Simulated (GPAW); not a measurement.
Runs of GPAW 26.7.0 on PbF2 (Fluorocronite). Symmetry: Fm-3m, No. 225, cubic system. The conventional cell has a = 5.927 Å, b = 5.927 Å, c = 5.927 Å, α = 90.00°, β = 90.00°, γ = 90.00°. Around Pb (site symmetry m-3m) lie 8 F at 2.57 Å. F (site symmetry -43m) is surrounded by 4 Pb at 2.57 Å. 

```tsv
task	level	potentials or basis	k mesh	cutoff (eV)	smearing	response ecut	response k mesh	response bands	kernels	coarser k mesh	gap on the mesh (eV)	pressure (GPa)	V0 of scaled cells (Å³/atom)	B0 (GPa)
equation of state	PW91+D3(BJ)	PAW data sets generated in the run's folder for this functional, pw	6 × 6 × 6	800	fermi-dirac 0.05 eV	-	-	-	-	-	-	-	17.60	(c)
dielectric tensor	LDA	the program's PAW data sets (release 1.2.1) made for this functional, pw	6 × 6 × 6	600	fermi-dirac 0.001 eV	80 eV	20 × 20 × 20	44	["RPA", "LR0.1", "Bootstrap"]	14 × 14 × 14	4.21	-	-	-
equation of state	PBE	GPAW PAW data sets (gpaw-data 1.2.1), pw	8 × 8 × 8	800	fermi-dirac 0.05 eV	-	-	-	-	-	-	-	(a)	66
band structure	r2SCAN	GPAW PAW data sets (gpaw-data 1.2.1), pw	8 × 8 × 8	800	fermi-dirac 0.05 eV	-	-	-	-	-	4.86	(b)	-	-
single point	PBE	GPAW PAW data sets (gpaw-data 1.2.1), pw	8 × 8 × 8	800	gaussian 0.05 eV	-	-	-	-	-	4.35	1.3	-	-
```

Alike in all rows: no spin polarisation; cell as given.

Task: Fill in the values left out.

Result: (a) 17.98; (b) -1.8; (c) 71.

Caveats: spin-orbit coupling is left out, which as a rule narrows the gap of such compounds by several tenths of an eV (some runs); the long-wavelength limit can be off by a per cent or two (some runs); the PAW data sets were made with another functional, which shifts forces and pressure a little (some runs).

A k mesh can miss the band edges, and the runs leave out spin-orbit coupling on Pb.

Not every run made on this cell is shown here.
